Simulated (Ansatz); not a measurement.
Runs of Ansatz 0.2.0 on Sn. The structure is cubic, space group Fd-3m (No. 227). The conventional cell has a = 6.467 Å, b = 6.467 Å, c = 6.467 Å, α = 90.00°, β = 90.00°, γ = 90.00°. Sn (site symmetry -43m) is surrounded by 4 Sn at 2.80 Å. This isn't the form of Sn at room conditions, which is tetragonal (white tin).

```tsv
task	level	cell	k mesh	cutoff (eV)	smearing	basis error allowed	mesh quality	gap on the mesh (eV)	pressure (GPa)	relaxed volume (Å³/atom)
relaxation of cell and atoms	RPBE+D4	relaxed	7 × 7 × 7	-	fermi-dirac 0.05 eV	0.001 eV/atom	not flagged	-	0.0	(b)
single point	PBE	as given	4 × 4 × 4	237	fermi-dirac 0.02 eV	0.002 eV/atom	coarse	none	4.5	-
single point	PBE	as given	7 × 7 × 7	257	gaussian 0.016 eV	0.001 eV/atom	not flagged	none	3.8	-
single point	PBE	as given	7 × 7 × 7	257	gaussian 0.022 eV	0.001 eV/atom	not flagged	none	3.8	-
relaxation of cell and atoms	PBE+D3(BJ)	relaxed	7 × 7 × 7	-	fermi-dirac 0.05 eV	0.001 eV/atom	not flagged	-	0.0	35.51
relaxation of cell and atoms	PBEsol	relaxed	7 × 7 × 7	-	fermi-dirac 0.05 eV	0.001 eV/atom	not flagged	-	0.0	(a)
single point	PBE	as given	7 × 7 × 7	257	gaussian 0.014 eV	0.001 eV/atom	not flagged	none	3.8	-
relaxation of cell and atoms	PBE	relaxed	7 × 7 × 7	-	fermi-dirac 0.05 eV	0.001 eV/atom	not flagged	-	0.0	36.86
```

Alike in all rows: potentials or basis all-electron LAPW, scalar-relativistic; no spin polarisation.

Question: Estimate the missing entries.

Answer: (a) 34.99; (b) 35.32.

Caveats: some runs use coarse meshes; the k mesh is thin for a metal, which can move the energy by tens of meV per atom (some runs).

A k mesh can miss the band edges, and the runs leave out spin-orbit coupling on Sn.

A gap of «none» marks a metal or a gap under the smearing width.
